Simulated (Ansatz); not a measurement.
# AlN (wurtzite): the cost of one run

Program: Ansatz 0.2.0. Level of theory: DFT PBE, scalar-relativistic, plane waves, PAW. These are calculated values, not measurements.

### 1 Starting point

The structure is hexagonal, space group P6_3mc (No. 186). Conventional cell: a = 3.112 Å, b = 3.112 Å, c = 4.980 Å, α = 90.00°, β = 90.00°, γ = 120.00°. Around Al (site symmetry 3m) lie 4 N at 1.89 to 1.90 Å. Around N (site symmetry 3m) lie 4 Al at 1.89 to 1.90 Å.

Structure file:

```
CELL_PARAMETERS angstrom
3.11200 0.00000 0.00000
-1.55600 2.69507 0.00000
0.00000 0.00000 4.98000
ATOMIC_POSITIONS crystal
Al 0.33333 0.66667 0.00000
Al 0.66667 0.33333 0.50000
N 0.33333 0.66667 0.38200
N 0.66667 0.33333 0.88200
```

### 2 Relaxing cell and atoms: AlN (wurtzite), no spin

input.yaml reads:

```yaml
crystal:
  lattice:
    - [3.112, 0.0, 0.0]
    - [-1.556, 2.6950710566, 0.0]
    - [0.0, 0.0, 4.98]
  atoms:
    - { symbol: Al, position: [0.3333333333, 0.6666666667, 0.0] }
    - { symbol: Al, position: [0.6666666667, 0.3333333333, 0.5] }
    - { symbol: "N", position: [0.3333333333, 0.6666666667, 0.382] }
    - { symbol: "N", position: [0.6666666667, 0.3333333333, 0.882] }
scf:
  occupations: { method: fixed }
output:
  forces: true
  stress: true
  eigenvalues: true
hamiltonian:
  xc: pbe
kpoints:
  mp_grid: { grid: [8, 8, 5] }
relax:
  f_tol: 0.003
  max_steps: 40
  cell: { stress_tol: 0.02 }
```

Started as:

```
$ ansatz run input.yaml --threads 8 --pin off --max-ram 24576MiB --backend cpu --events-out ev --progress --plain --runs-dir out
```

**Question.** How long does this run take on 8 threads of Intel Xeon Platinum 8488C (Sapphire Rapids), shared host, and how much memory does it need?

About 2.8 s, with a peak of 0.38 GiB.
